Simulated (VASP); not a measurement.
Given:

```
CELL_PARAMETERS angstrom
      0.00000     3.03240     3.03240
      3.03240     0.00000     3.03240
      3.03240     3.03240     0.00000
ATOMIC_POSITIONS crystal
  Zn 0.99588 0.00412 0.00412
  Te 0.25000 0.25000 0.25000
```

These are PBEsol GGA, VASP's PBE PAW potentials (set 64) (plane waves; VASP) values and carry that method's errors. Settings: 480 eV cut-off, 8×8×8 Γ-centred mesh, Gaussian smearing of 0.050 eV, potentials Zn Te.

Unless said otherwise, spin-orbit coupling is left out, though it shifts the bands of the heavy elements here.

Task: Estimate the energy per atom (σ→0), largest force, band gap (on the k-mesh) with the smallest direct gap where there is one.

Result: 
The band gap (on the k-mesh) comes out as 1.21 eV and the smallest direct gap (on the k-mesh) is 1.21 eV. The energy per atom (σ→0) comes out as -2.957 eV/atom and the largest force comes out as 0.133 eV/Å.

The compound is ZnTe in the zinc blende structure. This cell was strained or had an atom moved on purpose.
